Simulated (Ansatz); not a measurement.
**Levels of theory for NaI (NiAs type)**

All numbers come from Ansatz. The calculation is non-magnetic, and the structure need not be a phase that has been made.

The cell is NaI built on the NiAs prototype; cell and atoms were relaxed with r2SCAN. Space group P6_3/mmc (No. 194), hexagonal; a = 4.505 Å, c = 7.676 Å in the conventional setting, 33.72 Å³ an atom. Around Na lie 6 I at 3.23 Å; around I lie 6 Na at 3.23 Å.

Gaps on the r2SCAN cell, each the least over its mesh and the special points:
```csv
level,k mesh,gap (eV),kind,edges,least direct gap (eV),rough cost
LDA,6×6×4,3.26,direct,Γ,3.26,11 core-seconds
PBE,6×6×4,3.57,direct,Γ,3.57,26 core-seconds
PBE+SOC,6×6×4,3.23,direct,Γ,3.23,90 core-seconds
r2SCAN,6×6×4,4.35,direct,Γ,4.35,27 core-seconds
HSE06,6×6×2,4.60,direct,Γ,4.60,8 core-minutes
DDH-PBE0,6×6×2,5.58,direct,Γ,5.58,10 core-minutes
PBE0,6×6×2,5.27,direct,Γ,5.27,8 core-minutes
"G0W0@PBE (402 empty bands, 120 eV, 6×6×2)",6×6×2,5.51,–,Γ (mesh),–,26 core-minutes
```
PBE: smearing of 0.02 eV; the others have fixed occupations.
Wave cutoffs: 420 eV, 500 eV (r2SCAN).
The G0W0 gap is PBE's gap over the path plus the quasiparticle shift read on the mesh. G0W0 here is at a finite number of bands, screening cutoff and k mesh, not at the basis limit.
Costs come from shared machines and give only the order; PBE's includes the band path. The runs had 2 threads of Intel(R) Xeon(R) Processor @ 2.50GHz (Skylake/Cascade Lake) (shared host).

HSE06 gives a direct gap of 4.60 eV at Γ. Spin-orbit coupling changes the PBE gap by -0.34 eV, to 3.23 eV.

Taking G0W0@PBE (402 empty bands, 120 eV, 6×6×2), 5.51 eV, as the yardstick (a computed one, not at the basis limit), DDH-PBE0 comes nearest, +0.07 eV off, at about 23 times r2SCAN's cost; G0W0 itself took about 60 times r2SCAN's cost. The others: PBE0 -0.24, HSE06 -0.91, r2SCAN -1.16, PBE -1.94, LDA -2.25 eV. The yardstick's own error is a tenth of an eV or more. r2SCAN covers 76 % of the step from PBE to HSE06, while HSE06 needs about 17 times r2SCAN's cost (on a coarser mesh). For gaps to 0.1 eV, spin-orbit coupling (up to 0.34 eV here) has to be included. All these functionals give a gap of the same kind, direct.

On the PBEsol cell (a = 4.460 Å, c = 7.631 Å), with PBEsol: The zone-centre optical frequencies run from 52 to 190 cm⁻¹, none imaginary (the rest of the zone wasn't tested). The long-range field leaves the highest mode where it is. The electronic dielectric tensor ε∞ is 3.49 along x and y, 3.46 along z. With the ions relaxed, ε⁰ is 7.2 in all directions. Born charges, averaged over directions: Na +1.18, I -1.18 e.

Only the levels marked +SOC include spin-orbit coupling.

The meshes of the hybrids are coarse, so their gaps aren't converged to the digits shown.
